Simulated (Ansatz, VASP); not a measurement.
**AlN (V_N-V_Al): VASP beside Ansatz**

Aim: how closely do two programs agree when they are given the same cell, functional and k mesh? The cell is taken from a series of runs on this material, whose earlier steps may have relaxed, scaled, displaced or heated it; both programs get it as it stands.

Main program and level: Ansatz 0.2.0; plane waves, with VASP 6.6.1 beside it; single point at r2SCAN.

### 1. Set-up

The cell holds 52 atoms: 26 Al and 26 N. Its edges and angles: a = 9.269 Å, b = 9.269 Å, c = 9.269 Å, α = 60.0°, β = 60.0°, γ = 60.0°. It derives from AlN (AlN (F-43m)). Nearest the centre at fractional (0.375, 0.375, 0.542): Al22 at 2.52 Å, Al16 at 2.52 Å, Al14 at 2.52 Å, N32 at 2.56 Å, N38 at 2.57 Å, N40 at 2.60 Å, N45 at 3.22 Å, N37 at 3.22 Å. The cell carries charge +1.

Structure file:

```xyz
52
Lattice="0.0000 6.5542 6.5542 6.5542 0.0000 6.5542 6.5542 6.5542 0.0000" Properties=species:S:1:pos:R:3 pbc="T T T"
Al    6.5552   13.1033    6.5508
Al    2.1889    8.7361    6.5604
Al   10.9332   10.9275   13.1016
Al    8.7289    6.5677    2.1923
Al    4.3678    8.7377    8.7346
Al    6.5517    4.3819    2.1735
Al   10.9260   13.1019   10.9213
Al    6.5556    8.7248   10.9211
Al    8.7487    4.3800    4.3795
Al    0.0217    2.1732    2.1871
Al    2.1901    4.3619    2.1790
Al    4.3849    6.5444    2.1690
Al    2.1870    2.1814    4.3356
Al    4.2881    4.2817    4.2764
Al   10.9263    8.7241    6.5501
Al    6.6427    4.2807    6.6359
Al    8.7631    6.5347    6.5489
Al    6.5538   10.9200    4.3669
Al    8.7315    6.5491   10.9208
Al    4.3828    8.7461    4.3820
Al    8.7288   10.9206    6.5512
Al    4.2847    6.6353    6.6396
Al    6.5392    8.7578    6.5510
Al   10.9250   10.9193    8.7463
Al    6.5557    6.5492    8.7467
Al    8.7433    8.7380    8.7322
N     1.1041    1.0980    1.0842
N     3.2857    3.2790    1.0908
N     5.4650    5.4590    1.0863
N     3.2911    1.0978    3.2679
N     5.4714    3.2820    3.2795
N     7.7600    5.3532    3.1715
N     5.4673    1.0927    5.4592
N     7.6476    3.2794    5.4582
N     9.8428    5.4573    5.4653
N     1.1038    3.2856    3.2668
N     3.2893    5.4656    3.2786
N     5.3519    7.7631    3.1627
N     3.2937    3.2889    5.4624
N     7.7863    7.7822    5.5955
N     5.4607    3.2885    7.6329
N     7.6477    5.4648    7.6394
N     9.8360    7.6455    7.6441
N     1.0987    5.4613    5.4587
N     3.2872    7.6396    5.4583
N     5.4633    9.8367    5.4652
N     3.2915    5.4545    7.6358
N     5.4702    7.6408    7.6403
N     7.6498    9.8309    7.6455
N     5.4673    5.4611    9.8281
N     7.6526    7.6459    9.8294
N     9.8359    9.8303    9.8316
```

### 2. Ansatz: single point, r2SCAN

Ansatz runs on its PAW soft_1 files.

A single point gives forces, pressure and levels at one fixed geometry, so differences don't come from the geometry; what else differs is listed under the comparison.

input.yaml reads:

```yaml
crystal:
  checkpoint: "../qp1_M1.relax.run"
  host: checkpoint
total_charge: 1
basis:
  ecutwfc: 500
  xc_grid: 2
hamiltonian:
  xc: r2scan
  pseudopotentials: { kind: paw, azcp: { folder: soft_1 } }
kpoints:
  mp_grid: { grid: [2, 2, 2], shift: [0.5, 0.5, 0.5] }
magnetization:
  spin_polarized: true
  initial_magnetization: 1
  spin_locking: { lock_magnetization: hard }
scf:
  occupations: { method: fermi_dirac, width: 0.01 }
  max_iter: 80
output:
  forces: true
  eigenvalues: true
  charged_corrections:
    epsilon: 4.64
    static_epsilon: 8.51
    defect_position: [0.375, 0.375, 0.541667]
  eigenstates: { localisation: true }
  populations: true
  efg: {}
checkpoint:
  read: "../qp1_M1.relax.run"
  write: "../qp1_M1.point.run"
  compress: false
  write_wavefunctions: false
  write_every: 100000
```

Launch:

```sh
ansatz run input.yaml --threads 4 --pin off --max-ram 7536MiB --backend cpu --events-out ev --progress --plain --runs-dir out
```

Numbers of over 12 decimals in the logs are rounded to 6 here.

The log of the run:

```text
Warning: This run holds its total moment fixed (magnetization.spin_locking.lock_magnetization: hard) and mixes its density by anderson or broyden (scf.mixing.algorithm, typed or taken by auto). Slabs with a fixed moment have converged under broyden above another state at the same moment, at the default mixing steps and at smaller ones, and under scf.lower_state_search: standard, light or off a state that such a mixer [...]
crystal.checkpoint: the structure is that of <dir>, a `relax` run, at its step 5: its result, under r2scan at a charge of 1 e; 52 atoms read, 0 with a starting moment; crystal.structure_sha256 for this input is
Engine: ansatz 0.2.0, aarch64-unknown-linux-gnu
Pseudopotentials: kind: paw
Pseudopotential: Al, paw, valence charge 3, recommended cutoff 500 eV (meta_gga), soft_1/Al.paw.azcp
Pseudopotential: N, paw, valence charge 5, recommended cutoff 500 eV (meta_gga), soft_1/N.paw.azcp
Functional definition: r2SCAN
  parameter k0 = 0.174
  parameter k1 = 0.065
  parameter a1 = 4.9479
  exchange = r2scan_x(k0 = k0, k1 = k1, a1 = a1)
  correlation = r2scan_c
Crystal: 52 atoms, lattice volume = 563.102 Å³
Basis set: ecut = 500 eV, 14331 PW (Γ), exchange–correlation on 144×144×144 points (8 copies of the dense FFT grid, shifted against one another)
Bands: 156, of which v1, the nominal top of the filled ones, is band 104 counted from 1 (103 counted from 0)
Symmetry: 1 space group operations
Space group: P1 (ITA 1), of the structure as read, at distance tolerance 8.3e-5 Å
Magnetic group: BNS 1.1 (UNI 1), of the structure as read, at distance tolerance 8.3e-5 Å
k-points: 4 of 8 (time reversal used)
Non-local potential: Al, projectors of the file, l = 0: 2, l = 1: 2, l = 2: 1
Non-local potential: N, projectors of the file, l = 0: 2, l = 1: 2, l = 2: 1
PAW form: soft (Blöchl's): semilocal exchange-correlation on the pseudo side does not see the compensation charge
PAW frozen core: Al, regenerated for the run's functional (the file was generated under x = pbe(κ = 0.804, μ = 0.219515), c = pbe(β = 0.066725))
PAW frozen core: N, regenerated for the run's functional (the file was generated under x = pbe(κ = 0.804, μ = 0.219515), c = pbe(β = 0.066725))
PAW one-centre angular grid: Al, 302 points (default); XC on 160 Gauss nodes
PAW one-centre angular grid: N, 302 points (default); XC on 160 Gauss nodes
Initial density: read from a saved state, or passed on in memory by an earlier SCF of this step, an earlier step, the calling program or the single point that the run made first
Stability of the state it starts from, as read at its close in the collinear treatment: not read, because the mixer in use, unlike msr1, does not test its closes by its own steps (another_mixer); its run was given moments
Starting moments: Σ|m| = 1 μB on 52 of 52 sites; this step starts from the density that it was given
Initial wavefunctions: pseudopotential atomic-orbital guess — the wavefunctions supplied were not used: k-point sampling differs
Functional: x = r2scan, c = r2scan; τ floored in thin density (d = 2e-4 eV/Å³)
iter 1 solved again at ethr=4.28e-5 eV; its pass at ethr=3.10e-3 eV (dr2=8.85e-2 eV) is discarded
SCF iter   1: F=—  HF=-24139.115845 eV  |F-HF|=—  |Δ(HF+E_count)|=         —  Δρ=2.54e-3 (↑1.65e-3 ↓2.54e-3)  dr2=9.15e-2  dr2_τ=1.58e-3  dr2_m=6.31e-3  M=1.000 μB ∫|m|=2.890 μB  β_m=1.20  ethr=4.28e-5  ⟨swp⟩=10.6  Hψ=9211  notcnv=0
preconditioner: auto → Resta (q_TF=auto, 2.309 Å⁻¹)  ε∞=3.7  [insulator: Δε(μ)=0.203 eV  Ē_g=13.734 eV  σ=0.010 eV  W_gap=1.00  n_scr=112 (ndim 8)  ℏωp=22.5 eV  f_vac=0.001  D(μ)=0.00/eV (n_scr^D=0)  ε∞_Penn≈3.7]
spin=Collinear: Resta preconditioning applied to the charge; magnetization (m = ρ↑ − ρ↓) channel mixes plain (no charge-response kernel on spin).
SCF iter   2: F=—  HF=-24139.114037 eV  |F-HF|=—  |Δ(HF+E_count)|=   1.81e-3  Δρ=1.40e-3 (↑1.12e-3 ↓1.40e-3)  dr2=4.75e-2  dr2_τ=1.79e-4  dr2_m=4.25e-4  M=1.000 μB ∫|m|=2.797 μB  β_m=1.20  ethr=4.28e-5  ⟨swp⟩=3.2  Hψ=2536  notcnv=0  defer=94  κ⁻¹=1.0e0(r=1)
SCF iter   3: F=—  HF=-24139.107051 eV  |F-HF|=—  |Δ(HF+E_count)|=   6.99e-3  Δρ=7.43e-4 (↑7.43e-4 ↓6.69e-4)  dr2=9.40e-3  dr2_τ=1.11e-4  dr2_m=2.53e-4  M=1.000 μB ∫|m|=2.794 μB  β_m=1.20  ethr=2.29e-5  ⟨swp⟩=4.1  Hψ=2329  notcnv=0  defer=141  κ⁻¹=2.0e-1(r=2)
[...]
electrostatic potential = -516.027218 V   contact ρ = 1410.951960 e/Å³   contact ρ_s (e/Å³): all electrons -0.007872, valence -0.009297
  atom  51  Al V_zz =    +0.126188   η = 0.6879   by run symmetry: allowed
            electrostatic potential = -1230.496063 V   contact ρ = 10108.120149 e/Å³   contact ρ_s (e/Å³): all electrons -0.030052, valence -0.028764
  atom  52  N  V_zz =    -0.270434   η = 0.2694   by run symmetry: allowed
            electrostatic potential = -516.207475 V   contact ρ = 1411.237710 e/Å³   contact ρ_s (e/Å³): all electrons +0.069589, valence +0.145625
--- Charged-cell corrections in eV (Makov–Payne, q = +1.000 e, ε = 4.640 of the electrons, 8.510 with the ions) ---
  F (periodic)     = -24139.109627  (uncorrected; the corrections below are reported, never added to it)
  E_corr1          = +0.542727  (monopole, q²α_M/2εL)
  F Makov-Payne    = n/a  (the rows are of the electrons' constant alone; ansatz place-levels tells what screens the charge)
  no potential alignment in this run, which stands beside a crystal: run the host's input off ansatz write-host-input, and read the two finished runs by ansatz place-levels (neither reads a slab, a wire or a sheet, whose cell leaves a vacuum)
--- Band table (eV; the first three rows and the last of 8) ---
  k-point 0 ↑: bands = [... 100 lower, 6.0471, 6.0647, 6.1795, 6.5149, 8.4556, 11.1956, 11.3328, 11.4024, ... 48 higher]
  k-point 1 ↑: bands = [... 100 lower, 5.9092, 5.9840, 6.2162, 6.5280, 8.6611, 10.7811, 11.4741, 11.4801, ... 48 higher]
  k-point 2 ↑: bands = [... 100 lower, 5.9312, 6.0229, 6.1154, 6.3646, 8.7334, 10.7178, 11.2028, 11.4332, ... 48 higher]
  k-point 3 ↓: bands = [... 100 lower, 6.1211, 6.7230, 7.3174, 7.7539, 8.1272, 10.5599, 10.8874, 11.1352, ... 48 higher]
--- Löwdin populations: 52 sites ---
  site symbol       q [e]    m [muB]
     0     Al      1.8727     0.0002
     1      N      6.0429    -0.0017
     2     Al      1.8806    -0.0088
     3      N      6.0364    -0.0008
     4     Al      1.8783    -0.0014
     5      N      6.0481    -0.0002
     6     Al      1.8744    -0.0211
     7      N      6.0424    -0.0008
     8     Al      1.8807    -0.0086
     9      N      6.0348    -0.0199
    10     Al      1.8746    -0.0150
    11      N      5.8709     0.5310
    12     Al      1.8715     0.0002
    13      N      6.0408    -0.0000
    14     Al      1.8697     0.0019
    15      N      6.0345    -0.0190
    16     Al      1.8756    -0.0147
    17      N      6.0488     0.0001
    18     Al      1.8738    -0.0216
    19      N      6.0424    -0.0007
    20     Al      1.8808    -0.0087
    21      N      6.0348    -0.0197
    22     Al      1.8737    -0.0157
    23      N      5.8595     0.5588
[...]
44     Al      1.8712    -0.0176
    45      N      6.0276     0.0723
    46     Al      1.8675    -0.0008
    47      N      6.0411     0.0001
    48     Al      1.8699     0.0021
    49      N      6.0400    -0.0014
    50     Al      1.8698    -0.0062
    51      N      6.0264     0.0664
  spilling = 0.008095 (of n_electrons = 207.000000)
```

Reading the cycles: dr2 is the Hartree energy of the density residual (eV), the measure of convergence; HF is the Harris–Foulkes estimate of the energy, which meets the free energy F at convergence.

[end of part 1 of 2]

[Lines on the potential files, build, host, timing and source positions are cut from VASP's logs without a mark.]

[Logs are printed without paths, hosts, clocks, repeated set-up lines and the standing remarks that a program may print on its own settings, such as how far it seeks lower states.]

[Hosts, paths, dates, database ids (printed as entryN), source tags and the programs' standing remarks are cut or masked in the printed files.]
